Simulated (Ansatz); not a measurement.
# A ladder of methods for CHF3 (trifluoromethane)

The species is CHF3 (5 atoms), meant as a singlet with charge 0. SMILES: `FC(F)F`. The coordinates come from a PBE0-D4/def2-TZVP relaxation.

```xyz
5

F    -0.6686   -0.3297    1.0792
C     0.0195    0.0564    0.0068
F     1.0474   -0.7738   -0.1575
F    -0.7726   -0.0351   -1.0594
H     0.3744    1.0822    0.1309
```

Each level gives the energy change with the F1–C2 bond stretched from 1.331 to 3.328 Å (eV). The values are calculated.

```csv
level,kind,program,value (eV),less FCI/STO-3G,CPU time (all runs)
HF/STO-3G (restricted),Hartree–Fock,Ansatz,11.02,+7.42,0.21 s
SVWN5/STO-3G (restricted),LDA,Ansatz,6.60,+3.00,1.4 s
PBE/STO-3G (restricted),GGA,Ansatz,5.89,+2.29,2.1 s
r2SCAN0/STO-3G (restricted),hybrid meta-GGA,Ansatz,7.62,+4.02,6.4 s
wB97M-V/STO-3G (restricted),range-separated hybrid,Ansatz,8.17,+4.57,40 s
B2PLYP/STO-3G (restricted),double hybrid,Ansatz,5.15,+1.55,3.2 s
CCSD(T)/STO-3G (restricted),coupled cluster or CI,Ansatz,3.34,-0.26,0.48 s
FCI/STO-3G,exact in the basis,Ansatz,3.60,0.00,58 s
```

FCI/STO-3G is exact within its basis and frozen core, so for wave-function methods in that basis the difference is their error; functionals converge differently with the basis, so for them it is only a difference. A spin-restricted reference rises too steeply as a bond breaks; here HF/STO-3G, SVWN5/STO-3G, PBE/STO-3G, r2SCAN0/STO-3G, wB97M-V/STO-3G, B2PLYP/STO-3G lie well above the multireference or unrestricted value. The first shape isn't each level's own minimum. The values span 3.34 to 11.02 eV. All rows use very small basis sets, so none should be taken for the real molecule's value. In so small a basis fixed costs decide the times, and correlated methods can beat functionals. CPU times are rough (shared hosts, several kinds of processor and program).
